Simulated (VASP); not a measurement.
Wanted: the native input for a VASP 6.6.1 run.

```
Task                   : single point
Functional             : LDA
Potentials or basis    : VASP PAW LDA potentials, release 64 (Pb_d, S)
Cutoff                 : 520 eV
k mesh                 : 2 × 2 × 2
Occupations            : fermi-dirac, width 0.05 eV
Spin                   : no spin polarisation
Dipole correction      : no
Further INCAR settings : LREAL = Auto; ALGO = Fast; EDIFF = 1e-06; NBANDS = 90
```

The structure of Pb8S7 (a cell with a defect) lies in POSCAR:

```
Pb8S7
1.0
    0.0000000000      5.9729171400      5.9729171400
    5.9729171400      0.0000000000      5.9729171400
    5.9729171400      5.9729171400      0.0000000000
Pb S
8 7
Direct
    0.0011266689      0.0004111057      0.0076077566
    0.0001500105      0.0000051901      0.4994991442
   -0.0071102610      0.4985455064     -0.0020636482
    0.0098723117      0.4987279130      0.4919829676
    0.5075475566      0.0007504708     -0.0104892632
    0.4904562430      0.0007255249      0.5006405463
    0.5002157957      0.4994756214     -0.0004901290
    0.4985905430      0.4982284084      0.5097582854
    0.2496956621      0.2495905209      0.2591232163
    0.2499208452      0.2495116649      0.7496317788
    0.2423221294      0.7498627379      0.2494581735
    0.2571727456      0.7494995151      0.7422978414
    0.7589177773      0.2495753691      0.2405012436
    0.7403712284      0.2498665166      0.7495265538
    0.7496748063      0.7495395290      0.7572762846
```

The input as run:

INCAR

```
SYSTEM = Pb8S7
PREC     = Accurate       ! precision mode
ENCUT    = 520            ! plane-wave cutoff, eV
EDIFF    = 1E-6           ! SCF threshold, eV
ISMEAR   = -1             ! smearing method
SIGMA    = 0.05           ! smearing width, eV
LREAL    = Auto         
LASPH    = .True.         ! aspherical terms in the spheres
NELM     = 80             ! most SCF steps
ALGO     = Fast           ! electronic algorithm
ISIF     = 2              ! what is computed and relaxed
LWAVE    = .False.        ! write WAVECAR
LCHARG   = .False.        ! write CHGCAR
GGA      = CA             ! functional
NBANDS   = 90             ! bands
```

KPOINTS

```
regular mesh
0
Gamma
  2 2 2
  0 0 0
```

Potentials or basis: VASP PAW LDA potentials, release 64 (Pb_d, S).

The run is started by

```sh
$ cat potpaw_LDA.64/Pb_d/POTCAR potpaw_LDA.64/S/POTCAR > POTCAR
$ mpirun -np 1 vasp_std > vasp.out
```

It gave:

```yaml
Pressure: -3.8 GPa
Largest_force: 0.018 eV/Å
Band_gap_on_the_k_mesh: none (metal or under the smearing width)
```

Caveat: the k mesh is coarse (spacing up to 0.46 Å⁻¹), so the values aren't converged.

Run time: 10 min on 1 thread of Intel(R) Xeon(R) 6975P-C (Granite Rapids) (shared host), peak memory 0.51 GiB.
